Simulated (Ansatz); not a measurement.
The system is Na3Cl.

```
Cl Na
1.0
     3.48642    0.00000    0.00000
     0.00000    3.48642    0.00000
     0.00000    0.00000    9.48697
Cl Na
1 3
Direct
  0.00000 0.00000 0.00000
  0.50000 0.50000 0.17433
  0.50000 0.50000 0.82567
  0.00000 0.00000 0.50000
```

The cell comes from a database or a generator and needn't be the stable form of this composition.

```yaml
Program: Ansatz 0.2.0
Task: single point
Functional: PBEsol
Potentials_or_basis: Ansatz PAW
Cutoff: "420 eV (not typed: the program's choice for these potentials)"
k_mesh: 8 × 8 × 3
Occupations: fermi-dirac, width 0.05 eV
Spin: no spin polarisation
```

On this cell: pressure 0.1 GPa; largest force 0.070 eV/Å; band gap on the k mesh none (metal or under the smearing width).

The same run follows on a disturbed copy (atoms moved at random, drawn with an rms of 0.05 Å):

```
Cl Na
1.0
     3.48642    0.00000    0.00000
     0.00000    3.48642    0.00000
     0.00000    0.00000    9.48697
Cl Na
1 3
Direct
  0.99502 0.00818 0.00151
  0.49615 0.50090 0.17489
  0.50294 0.49395 0.81909
  0.99772 0.99586 0.50427
```

Question: What does the disturbed cell give?

Answer: The energy (extrapolated to zero smearing) moves by +0.1 meV/atom; pressure 0.0 GPa; largest force 0.048 eV/Å; band gap on the k mesh none (metal or under the smearing width).

Forces in eV/Å, atoms in the order of the input:
```
Cl   0.007 -0.017 -0.008
Na  -0.001  0.007  0.000
Na  -0.007  0.009  0.046
Na   0.001  0.001 -0.038
```

Stress tensor (GPa, compression positive):
```
 0.09  0.00  0.00
 0.00  0.09  0.01
 0.00  0.01 -0.15
```

Caveats: the PAW data sets come from PBE, with cores solved anew for the run's functional, which leaves a small shift of forces and pressure.
